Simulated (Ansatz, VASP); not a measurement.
## One calculation of InP, two programs

The input INCAR:

```
  PREC = Accurate
  ENCUT = 520
  EDIFF = 1E-6
  ISMEAR = 0
  SIGMA = 0.01
  LREAL = F
  LASPH = T
  NELM = 100
  ALGO = Normal
  ISIF = 2
  LWAVE = F
  LCHARG = F
  GGA = PE
  NBANDS = 16
```

Contents of KPOINTS:

```
regular mesh
0
Gamma
  6 6 6
```

Contents of POSCAR:

```
InP
1.0
    0.0000000000      2.9490979784      2.9490979784
    2.9490979784      0.0000000000      2.9490979784
    2.9490979784      2.9490979784      0.0000000000
In P
1 1
Direct
    0.0000000000      0.0000000000      0.0000000000
    0.2500000000      0.2500000000      0.2500000000
```

Input for Ansatz:

```yaml
crystal:
  lattice:
    - [0.0, 2.9490979784, 2.9490979784]
    - [2.9490979784, 0.0, 2.9490979784]
    - [2.9490979784, 2.9490979784, 0.0]
  atoms:
    - { symbol: In, position: [0.0, 0.0, 0.0] }
    - { symbol: P, position: [0.25, 0.25, 0.25] }
kpoints:
  mp_grid: { grid: [6, 6, 6] }
hamiltonian:
  xc: pbe
scf:
  occupations: { method: fixed }
  n_extra_bands: 4
output:
  forces: true
  stress: true
  eigenvalues: true
```

Alike in both runs: task single point; functional PBE; k mesh 6 × 6 × 6; no spin polarisation.

|  | VASP | Ansatz |
| --- | --- | --- |
| version | VASP 6.6.1 | Ansatz 0.2.0 |
| potentials or method | VASP PAW PBE potentials, release 64 (In_d, P) | plane waves, PAW |
| plane-wave cutoff (eV) | 520 | 420 |
| occupations | gaussian, width 0.01 eV | fixed |
| valence electrons in the cell | 18 | 18 |

|  | VASP | Ansatz | Ansatz less VASP |
| --- | --- | --- | --- |
| gap on the k mesh at the Fermi level (eV) | 0.61 | 0.61 | +0.003 |
| pressure (GPa) | 1.9 | 2.0 | +0.05 |

Caveats: spin-orbit coupling is left out, which moves the levels of the heavy elements. A hybrid or GW would open this gap; PBE tends to underestimate it.
